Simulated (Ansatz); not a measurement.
**ZnTe: pressure series**

Consider ZnTe in the zinc blende structure (space group F-43m, No. 216).

```
CELL_PARAMETERS angstrom
      0.00000     3.05682     3.05682
      3.05682     0.00000     3.05682
      3.05682     3.05682     0.00000
ATOMIC_POSITIONS crystal
  Te 0.25000 0.25000 0.25000
  Zn 0.00000 0.00000 0.00000
```

Cell and atoms are relaxed at each pressure.

All numbers come from r2SCAN/PAW in Ansatz (an electronic-structure program), scalar-relativistic without spin-orbit coupling.

| pressure (GPa) | volume per atom (Å³/atom) |
|---|---|
| -1 | 29.174 |
| 0 | 28.563 |
| 3 | ? |
| 7 | 25.596 |
| 15 | 23.526 |
| 30 | 21.092 |
| 50 | 19.092 |
| 75 | 17.454 |
| 100 | 16.291 |

Q: Fit the third-order Birch–Murnaghan form P(V) = (3B₀/2)[(V₀/V)^(7/3) − (V₀/V)^(5/3)]·[1 + (3/4)(B₀′ − 4)((V₀/V)^(2/3) − 1)] (squares taken in P) to the rows shown and predict the withheld row.

A: Least squares on the printed values gives V₀ = 28.556 Å³/atom, B₀ = 50.4 GPa, B₀′ = 4.4; this predicts 27.083 Å³/atom, and the run gives 27.084 Å³/atom, in agreement.

Load acts through the strain it causes; cell and atoms are relaxed under it. Whether these cells are dynamically stable was not tested. Measured, ZnTe leaves this structure (for cinnabar) near 9.5 GPa (temperature not stated; as listed in Datta, Sujoy, Jana, Debnarayan, arXiv (2020)), on rising pressure, with hysteresis.
